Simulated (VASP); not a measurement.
A run of VASP 6.6.1:

The input INCAR:

```
PREC     = Accurate       # precision mode
ENCUT    = 600            # plane-wave cutoff, eV
EDIFF    = 1E-7           # SCF threshold, eV
ISMEAR   = 0              # smearing method
SIGMA    = 0.03           # smearing width, eV
LREAL    = False          # projectors in reciprocal space
LASPH    = True           # aspherical terms in the spheres
NELM     = 80             # most SCF steps
ALGO     = Normal         # electronic algorithm
ISIF     = 3              # what is computed and relaxed
LWAVE    = False          # write WAVECAR
LCHARG   = False          # write CHGCAR
GGA      = PE             # functional
IBRION   = 2              # ionic algorithm
NSW      = 90             # ionic steps
EDIFFG   = -0.005         # ionic threshold
```

KPOINTS

```
regular mesh
0
Gamma
  8 8 8
```

The input POSCAR:

```
ZnSe                                    
1.0
    0.0000000000      2.8709969153      2.8709969153
    2.8709969153      0.0000000000      2.8709969153
    2.8709969153      2.8709969153      0.0000000000
  Zn              Se            
     1     1
Direct
     1.0000000000000000    1.0000000000000000    1.0000000000000000
     0.2500000000000000    0.2500000000000000    0.2500000000000000
```

Potentials or basis: VASP PAW PBE potentials, release 64 (Zn, Se).

The run is started by

```bash
$ cat potpaw_PBE.64/Zn/POTCAR potpaw_PBE.64/Se/POTCAR > POTCAR
$ mpirun -np 1 vasp_std > vasp.out
```

Hardware: 1 thread of AMD EPYC 9R45 96-Core Processor (Zen 5), with other jobs on the host.

Estimate the wall time of this run.

It took 16 s on 1 thread of AMD EPYC 9R45 96-Core Processor (Zen 5) (shared host), peak memory 0.16 GiB. Counts: scf iterations 19, k points 29, ion steps 2.
